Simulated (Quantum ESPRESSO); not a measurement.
Crystal: Cd.

```
CELL_PARAMETERS angstrom
0.00000 2.21815 2.21815
2.21815 0.00000 2.21815
2.21815 2.21815 0.00000
ATOMIC_POSITIONS crystal
Cd 0.00000 0.00000 0.00000
```

This isn't the form of Cd at room conditions, which is hcp.

| Item | Value |
| --- | --- |
| Program | Quantum ESPRESSO 7.5 |
| Task | single point |
| Functional | PBE |
| Potentials or basis | SSSP 1.3 efficiency PBE |
| Cutoff | 816 eV |
| Density cutoff | 6531 eV |
| k mesh | 10 × 10 × 10 |
| Occupations | fermi-dirac, width 0.05 eV |
| Spin | no spin polarisation |

On this cell: pressure 2.1 GPa; band gap on the k mesh none (metal or under the smearing width).

The same run follows on a disturbed copy (cell strained at random at fixed volume):

```xyz
1
Lattice="-0.0280 2.2260 2.2231 2.1871 -0.0156 2.2107 2.1880 2.2144 -0.0165" Properties=species:S:1:pos:R:3 pbc="T T T"
Cd   -0.0040   -0.0322   -0.0091
```

Question: What changes?

Answer: The energy (extrapolated to zero smearing) moves by -1.0 meV/atom; pressure 2.1 GPa; band gap on the k mesh none (metal or under the smearing width).

Stress tensor (GPa, compression positive):
```
 2.20 -0.39 -0.39
-0.39  2.02 -0.31
-0.39 -0.31  2.01
```
